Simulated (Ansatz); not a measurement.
**Cd3F and its competing phases**

All numbers below come from DFT PBE, scalar-relativistic, plane waves, PAW (Ansatz). Settings: cutoff 420 eV, Γ-centred meshes spaced at most about 0.3 Å⁻¹, and about 0.25 Å⁻¹ or finer for metals (2π included), Gaussian smearing. No spin polarisation.

The zero of energy is the elements' standard structures at the same level (F₂ as a molecule); no fitted shifts are applied.

These are static total energies at zero pressure. In Cd3F P4/mmm an odd number of electrons in the primitive cell allows no gap without spin; a larger cell or a magnetic state could open one.

The competitors are the elements and 1 reference phase of this chemical system (from databases or known types: CdF2), relaxed at the same level; other known phases may be missing.

The candidate was reached from: Er3Mg type (P4/mmm).

```
CELL_PARAMETERS angstrom
3.18423 0.00000 0.00000
0.00000 3.18423 0.00000
0.00000 0.00000 7.69921
ATOMIC_POSITIONS crystal
Cd 0.50000 0.50000 0.78427
Cd 0.00000 0.00000 0.50000
Cd 0.50000 0.50000 0.21573
F 0.00000 0.00000 0.00000
```

The lowest competing mixture at this composition:

```
phase      space group             source  share of atoms  ΔE_f (eV/atom)
   Cd                -            element          0.6250         -0.0060
 CdF2  Fm-3m (No. 225)  Materials Project          0.3750          -2.177
```

The lowest database cell of Cd (-0.0060) lies slightly below the reference, hence the non-zero entry.

Problem. What are the hull's energy here, the candidate's formation energy and its margin?

Solution. The hull lies at -0.820 eV/atom, the weighted sum of the last column. The candidate has -0.604 eV/atom, which is 0.22 eV/atom above it. The candidate matches no cell in the subsets of the Crystallography Open Database and the Materials Project at hand. The margin is far too high for a likely synthesis.
